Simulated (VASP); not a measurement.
Set up this calculation in VASP 6.6.1, as the native input.

```yaml
Task: density of states
Functional: PBE
Potentials_or_basis: VASP PAW PBE potentials, release 64 (Mo_sv)
Cutoff: 350 eV
k_mesh: 18 × 18 × 18
Occupations: gaussian, width 0.1 eV
Spin: no spin polarisation
k_mesh_for_the_DOS: 27 × 27 × 27
Occupations_for_the_DOS: tetrahedron
Further_INCAR_settings: ALGO = Fast; EDIFF = 1e-07
```

Crystal: Mo.

```
CELL_PARAMETERS angstrom
-1.57816 1.57816 1.57816
1.57816 -1.57816 1.57816
1.57816 1.57816 -1.57816
ATOMIC_POSITIONS crystal
Mo 0.00000 0.00000 0.00000
```

One way to write it, as run:

POSCAR

```
Mo                                      
1.0
   -1.5781627051      1.5781627051      1.5781627051
    1.5781627051     -1.5781627051      1.5781627051
    1.5781627051      1.5781627051     -1.5781627051
  Mo            
     1
Direct
     0.0000000000000000    0.0000000000000000    0.0000000000000000
```

INCAR.step1

```
PREC = Accurate ; ENCUT = 350
EDIFF = 1E-7 ; ISMEAR = 0
SIGMA = 0.1 ; LREAL = False
LASPH = True ; NELM = 60
ALGO = Fast ; ISIF = 2
LWAVE = False ; LCHARG = True
LMAXMIX = 4 ; GGA = PE
```

KPOINTS.step1

```
regular mesh
0
Gamma
  18 18 18
```

INCAR.step2

```
PREC = Accurate ; ENCUT = 350
EDIFF = 1E-7 ; ISMEAR = -5
SIGMA = 0.1 ; LREAL = False
LASPH = True ; NELM = 60
ALGO = Fast ; ISIF = 2
LWAVE = False ; LCHARG = False
LMAXMIX = 4 ; GGA = PE
LORBIT = 10 ; NEDOS = 1001
ICHARG = 11
```

KPOINTS.step2

```
regular mesh
0
Gamma
  27 27 27
```

Potentials or basis: VASP PAW PBE potentials, release 64 (Mo_sv).

Command:

```bash
$ cat potpaw_PBE.64/Mo_sv/POTCAR > POTCAR
$ cp INCAR.step1 INCAR
$ cp KPOINTS.step1 KPOINTS
$ mpirun -np 1 vasp_std > vasp.out
$ cp INCAR.step2 INCAR
$ cp KPOINTS.step2 KPOINTS
$ mpirun -np 1 vasp_std > vasp.out
```

Results of the run:

| Quantity | Value |
| --- | --- |
| Valence electrons inside the program's atomic spheres | Mo 12.48 |

Run time: 110 s on 1 thread of Intel(R) Xeon(R) Platinum 8259CL CPU @ 2.50GHz (Skylake/Cascade Lake) (shared host), peak memory 0.2 GiB.
